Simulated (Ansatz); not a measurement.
# Cu: convergence and cost

One table from this session's results is given with a row withheld; the runs are named, their logs left out.

Method: DFT PBE, scalar-relativistic, plane waves, PAW, in Ansatz 0.2.0.

1 further run of the same task is left out (set aside as unsound or not needed).

### The system as given

Symmetry: I4/mmm, No. 139, tetragonal system. The conventional cell has a = 2.886 Å, b = 2.886 Å, c = 2.752 Å, α = 90.00°, β = 90.00°, γ = 90.00°. Cu (site symmetry 4/mmm) is surrounded by 10 Cu at 2.46 to 2.75 Å.

As a file:

```cif
data_structure
_symmetry_space_group_name_H-M 'P 1'
_symmetry_Int_Tables_number 1
_cell_length_a 2.4611
_cell_length_b 2.4611
_cell_length_c 2.4611
_cell_angle_alpha 108.218
_cell_angle_beta 108.218
_cell_angle_gamma 112.008
_cell_volume 11.46
loop_
_atom_site_label
_atom_site_type_symbol
_atom_site_fract_x
_atom_site_fract_y
_atom_site_fract_z
_atom_site_occupancy
Cu1 Cu 0.00000 0.00000 0.00000 1
```

The structure comes from the Materials Project (structure only); it is used as listed.

### The base input

The input, input.yaml:

```yaml
crystal:
  lattice:
    - [-1.44279332, 1.44279332, 1.37608145]
    - [1.44279332, -1.44279332, 1.37608145]
    - [1.44279332, 1.44279332, -1.37608145]
  atoms:
    - { symbol: Cu, position: [0.0, 0.0, 0.0] }
basis:
  ecutwfc: 420
kpoints:
  mp_grid: { grid: [20, 20, 20] }
hamiltonian:
  xc: pbe
scf:
  occupations: { method: gaussian, width: 0.1 }
output:
  forces: true
  stress: true
  eigenvalues: true
  populations: true
```

It was run beforehand and gave: -6625.1242 eV/atom at zero smearing, pressure 7.29 GPa, largest force 0.000 eV/Å, no gap on the mesh, in 6 SCF cycles and 5.8 s.

Set-up of the first run:

The input, input.yaml:

```yaml
crystal:
  lattice:
    - [-1.44279332, 1.44279332, 1.37608145]
    - [1.44279332, -1.44279332, 1.37608145]
    - [1.44279332, 1.44279332, -1.37608145]
  atoms:
    - { symbol: Cu, position: [0.0, 0.0, 0.0] }
basis:
  ecutwfc: 420
kpoints:
  mp_grid: { grid: [1, 1, 1] }
hamiltonian:
  xc: pbe
scf:
  occupations: { method: gaussian, width: 0.1 }
output:
  forces: true
  stress: true
  eigenvalues: true
```

Run with:

```console
ansatz run input.yaml --threads 1 --pin off --max-ram 2560MiB --backend cpu --events-out ev --progress --plain --runs-dir out
```

Among the steps run: K-point mesh set to 1×1×1; K-point mesh set to 4×4×4; K-point mesh set to 6×6×6; K-point mesh: 10×10×10; K-point mesh: 12×12×12; K-point mesh set to 14×14×14; K-point mesh set to 16×16×16; K-point mesh set to 22×22×22; K-point mesh set to 26×26×26; K-point mesh: 30×30×30.

One table of the session follows, with a row left open; its other results are not shown here.

It belongs to the step «The sweep of the k-point mesh side by side». 

```
    mesh  ΔE (meV/atom)  pressure (GPa)
   1×1×1         -10011          -73.94
   4×4×4              ?               ?
   6×6×6           71.5            7.81
   8×8×8           38.4            7.48
10×10×10           21.6            7.27
12×12×12           11.4            7.16
14×14×14           6.70            7.26
16×16×16           4.73            7.27
20×20×20           1.78            7.29
22×22×22           1.17            7.28
26×26×26           0.57            7.27
30×30×30           0.00            7.27
```

Q: Estimate the row for 4×4×4 from the others.

**Answer.** ΔE (meV/atom): 198; pressure (GPa): 6.74. In the column «ΔE (meV/atom)» it is the highest.

To keep in mind: The error changes sign along the series, since a k mesh isn't variational, and a metal needs dense meshes to resolve its Fermi surface.
